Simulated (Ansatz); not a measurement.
A run of Ansatz 0.2.0 is set up as follows.

File input.yaml:

```yaml
crystal:
  lattice:
    - [3.5230547267, 0.0, 0.0]
    - [0.0, 3.5230547267, 0.0]
    - [0.0, 0.0, 3.5230547267]
  atoms:
    - { symbol: Ni, position: [0.5, 0.5, 0.0], spin: 1.0 }
    - { symbol: Ni, position: [0.5, 0.0, 0.5], spin: 1.0 }
    - { symbol: Ni, position: [0.0, 0.5, 0.5], spin: 1.0 }
    - { symbol: Al, position: [0.0, 0.0, 0.0] }
hamiltonian:
  xc: lda
  pseudopotentials: { kind: paw }
magnetization:
  spin_polarized: true
kpoints:
  mp_grid: { grid: [8, 8, 8] }
  band_path:
    path:
      - [[0.0, 0.0, 0.0], [0.0, 0.5, 0.0], [0.5, 0.5, 0.0], [0.0, 0.0, 0.0], [0.5, 0.5, 0.5], [0.0, 0.5, 0.0]]
      - [[0.5, 0.5, 0.0], [0.5, 0.5, 0.5]]
    npoints: 14
scf:
  occupations: { method: fermi_dirac, width: 0.05 }
  n_extra_bands: 10
output:
  forces: true
  stress: true
  eigenvalues: true
  fatbands: true
```

Potentials or basis: Ansatz PAW.

Command:

```sh
$ ansatz run input.yaml --threads 2 --pin off --max-ram 5632MiB --backend cpu --events-out ev --progress --plain --runs-dir out
```

(1) Estimate the absolute moment.

(2) What does it give for the site moments?

## Answers

(1) 0.58 μB per cell.

(2) Ni +0.18; Al -0.01 μB.
